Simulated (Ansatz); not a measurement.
Wanted: the native input for an Ansatz 0.2.0 run.

```
Task                : single point
Functional          : LDA
Potentials or basis : all-electron LAPW, scalar-relativistic
Cutoff              : 362 eV (chosen from the basis error)
Basis error allowed : 0.001 eV/atom
k mesh              : 11 × 11 × 11
Occupations         : gaussian, width 0.05 eV
Spin                : collinear spin, ferromagnetic start
Starting moments    : [2.0, 0.0] μB
```

CoO:

```xyz
2
Lattice="1.5055 0.8692 2.4399 -1.5055 0.8692 2.4399 0.0000 -1.7384 2.4399" Properties=species:S:1:pos:R:3 pbc="T T T"
Co    0.0000    0.0000    0.0000
O     0.0000    0.0000    3.6599
```

The cell is a database's computed one.

These files were run (other wordings do the same):

input.yaml

```yaml
crystal:
  lattice:
    - [1.5054695445, 0.8691832468, 2.4399269062]
    - [-1.5054695445, 0.8691832468, 2.4399269062]
    - [0.0, -1.7383664936, 2.4399269062]
  atoms:
    - { symbol: Co, position: [0.0, 0.0, 0.0], spin: 2.0 }
    - { symbol: O, position: [0.5, 0.5, 0.5] }
kpoints:
  mp_grid: { grid: [11, 11, 11] }
scf:
  occupations: { method: gaussian, width: 0.05 }
hamiltonian:
  xc: lda
  pseudopotentials: { kind: all_electron, lapw: { basis_error: 0.001 } }
magnetization:
  spin_polarized: true
output:
  forces: true
  stress: true
  eigenvalues: true
```

Potentials or basis: all-electron LAPW, scalar-relativistic.

Run with:

```console
$ ansatz run input.yaml --threads 2 --pin off --max-ram 6144MiB --backend cpu --events-out ev --progress --plain --runs-dir out
```

It gave:

```json
{
  "Pressure": "-18.2 GPa",
  "Band gap on the k mesh": "none (metal or under the smearing width)",
  "Net moment": "2.85 μB per cell",
  "Absolute moment": "2.86 μB per cell",
  "Site moments": "Co +2.49; O +0.33 μB"
}
```

Caveat: so large a pressure means that the cell lies far from this level's equilibrium, or that cutoff or potentials fall short; a cell with one magnetic atom can't hold antiferromagnetic order, which such compounds often take; semilocal functionals often make such compounds metallic where correlation or magnetic order opens a gap, which also shifts bond lengths.

It took 23 s on 2 threads of Arm Neoverse V2, on a shared host, peak memory 0.64 GiB.
